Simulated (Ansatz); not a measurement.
ZrN, DFT, PBEsol, all-electron LAPW, scalar-relativistic (Ansatz 0.2.0), run on 1 thread of Arm Neoverse V2 on a shared host.

The cell comes from COD entry 4303945, which wasn't checked; take it as a given geometry. The listed cell was then made from it by scaling, straining or moving an atom.

Command: `ansatz run input.yaml --threads 1 --pin off --max-ram 3072MiB --backend cpu --events-out ev --progress --plain --runs-dir out`

```yaml
crystal:
  lattice:
    - [0.0, 2.314289105, 2.314289105]
    - [2.314289105, 0.0, 2.314289105]
    - [2.314289105, 2.314289105, 0.0]
  atoms:
    - { symbol: Zr, position: [0.0, 0.0, 0.0] }
    - { symbol: "N", position: [0.5, 0.5, 0.5] }
kpoints:
  mp_grid: { grid: [9, 9, 9] }
  band_path:
    path:
      - [0.0, 0.0, 0.0]
      - [0.5, 0.0, 0.5]
      - [0.625, 0.25, 0.625]
      - [0.375, 0.375, 0.75]
      - [0.0, 0.0, 0.0]
      - [0.5, 0.5, 0.5]
      - [0.5, 0.25, 0.75]
      - [0.5, 0.0, 0.5]
    npoints: 5
scf:
  occupations: { method: fermi_dirac, width: 0.01 }
hamiltonian:
  xc: pbesol
  pseudopotentials: { kind: all_electron, lapw: { basis_error: 0.00025 } }
output:
  forces: true
  stress: true
  eigenvalues: true
```

Task: How large is the problem that the program sets up?

Result: 35 irreducible k-points, 331 plane waves at Γ, 23 bands.

Task: Estimate the wall time and the peak memory.

Result: 9.8 s of wall time for 8 SCF iterations, with a peak of 0.3 GiB. Times on shared machines scatter by tens of per cent.
